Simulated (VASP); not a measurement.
Set up this calculation in VASP 6.6.1, as the native input.

* Task: electron localisation function
* Functional: PBE
* Potentials or basis: VASP PAW PBE potentials, release 64 (N, C, Cl, H)
* Cutoff: 520 eV
* k mesh: 1 × 1 × 1
* Occupations: gaussian, width 0.01 eV
* Spin: no spin polarisation
* Further INCAR settings: ALGO = Normal; EDIFF = 1e-06

The structure of NCClH2 lies in POSCAR:

```
H2CNCl
1.0
   12.0000000000      0.0000000000      0.0000000000
    0.0000000000     11.0000000000      0.0000000000
    0.0000000000      0.0000000000     11.0000000000
N C Cl H
1 1 1 2
Direct
    0.4334958300      0.4283136400      0.4688090900
    0.5164708300      0.4878227300      0.5023363600
    0.6224875000      0.4199590900      0.5843727300
    0.3796791700      0.4823863600      0.4218090900
    0.5340041700      0.5838590900      0.4866818200
```

These files were run (other wordings do the same):

INCAR

```
PREC = Accurate
ENCUT = 520
EDIFF = 1E-6
ISMEAR = 0
SIGMA = 0.01
LREAL = False
LASPH = True
NELM = 80
ALGO = Normal
ISIF = 2
LWAVE = False
LCHARG = True
GGA = PE
LELF = True
```

KPOINTS

```
regular mesh
0
Gamma
  1 1 1
```

Potentials or basis: VASP PAW PBE potentials, release 64 (N, C, Cl, H).

The run is started by

```bash
$ cat potpaw_PBE.64/N/POTCAR potpaw_PBE.64/C/POTCAR potpaw_PBE.64/Cl/POTCAR potpaw_PBE.64/H/POTCAR > POTCAR
$ mpirun -np 1 vasp_gam > vasp.out
```

Results of the run:

- Largest force: 0.898 eV/Å
- Gap between the frontier levels: 5.10 eV

Caveat: the standard files for N, O and F lose accuracy on very short bonds.

It took 81 s on 1 thread of Intel(R) Xeon(R) Platinum 8488C (Sapphire Rapids), with other jobs on the host, peak memory 1.1 GiB.
